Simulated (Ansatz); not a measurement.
# CdTe: the cost of one run

Program: Ansatz 0.2.0. Level of theory: DFT PBE, scalar-relativistic, plane waves, PAW. These are calculated values, not measurements.

7 further runs of the same task are left out: 7 set aside as unsound or not needed.

**1. The structure to begin with**

Symmetry: F-43m, No. 216, cubic system. The conventional cell has a = 6.564 Å, b = 6.564 Å, c = 6.564 Å, α = 90.00°, β = 90.00°, γ = 90.00°. Cd (site symmetry -43m) is surrounded by 4 Te at 2.84 Å. Te (site symmetry -43m) is surrounded by 4 Cd at 2.84 Å.

Structure file:

```cif
data_structure
_symmetry_space_group_name_H-M 'P 1'
_symmetry_Int_Tables_number 1
_cell_length_a 4.6416
_cell_length_b 4.6416
_cell_length_c 4.6416
_cell_angle_alpha 60.000
_cell_angle_beta 60.000
_cell_angle_gamma 60.000
_cell_volume 70.71
loop_
_atom_site_label
_atom_site_type_symbol
_atom_site_fract_x
_atom_site_fract_y
_atom_site_fract_z
_atom_site_occupancy
Cd1 Cd 0.00000 0.00000 0.00000 1
Te1 Te 0.75000 0.75000 0.75000 1
```

The structure comes from the Materials Project (structure only).

(A quick probe on a coarse mesh, which set the mesh and smearing, is not shown.)

**3. Relaxing cell and atoms**

Input file input.yaml:

```yaml
crystal:
  lattice:
    - [0.0, 3.28211356, 3.28211356]
    - [3.28211356, 0.0, 3.28211356]
    - [3.28211356, 3.28211356, 0.0]
  atoms:
    - { symbol: Cd, position: [0.0, 0.0, 0.0] }
    - { symbol: Te, position: [0.75, 0.75, 0.75] }
basis:
  ecutwfc: 420
kpoints:
  mp_grid: { grid: [8, 8, 8] }
hamiltonian:
  xc: pbe
scf:
  occupations: { method: gaussian, width: 0.02 }
output:
  forces: true
  stress: true
  eigenvalues: true
  write_density: true
  write_potential: true
  elf: true
  volumetric_format: npy
relax:
  adjacent_minimum: "off"
  f_tol: 0.005
  max_steps: 80
  cell: { stress_tol: 0.05 }
```

The run is started by

```
$ ansatz run input.yaml --threads 4 --pin off --max-ram 8192MiB --backend cpu --events-out ev --progress --plain --runs-dir out
```

What time and memory should one allow on 4 threads of Intel Xeon at 2.70GHz, shared host?

About 9.5 s, with a peak of 0.46 GiB.
